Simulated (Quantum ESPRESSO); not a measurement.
# Zn under changes of volume

One of the cells (15.330 Å³/atom); the others are scaled copies at fixed shape and fractional positions:

```
CELL_PARAMETERS angstrom
2.67000 0.00000 0.00000
-1.33500 2.31229 0.00000
0.00000 0.00000 4.96600
ATOMIC_POSITIONS crystal
Zn 0.66667 0.33333 0.75000
Zn 0.33333 0.66667 0.25000
```

| Item | Value |
| --- | --- |
| Program | Quantum ESPRESSO 7.5 |
| Functional | LDA |
| Potentials or basis | GBRV 1.5 LDA |
| Cutoff | 762 eV |
| Density cutoff | 6095 eV |
| k mesh | 11 × 11 × 6 |
| Occupations | fermi-dirac, width 0.05 eV |
| Spin | no spin polarisation |

```csv
volume (Å³/atom),energy over the lowest point (meV/atom),pressure (GPa)
14.410,0.00,-5.0
14.716,10.83,-6.5
15.023,?,?
15.330,40.45,-9.1
15.636,58.58,-10.1
15.943,78.46,-11.0
16.249,99.88,-11.7
```

Task: What does the run at 15.023 Å³/atom give?

Result: Energy over the lowest point 24.45 meV/atom; pressure -7.9 GPa.

Worked out: A Birch-Murnaghan fit of order 3 (a polynomial in V^(-2/3)) to the other rows has no minimum within the range. It gives 24.44 meV/atom at 15.023 Å³/atom, against the run's 24.45, and -dE/dV = -7.8 GPa, against -7.9.

Energies are extrapolated to zero smearing.
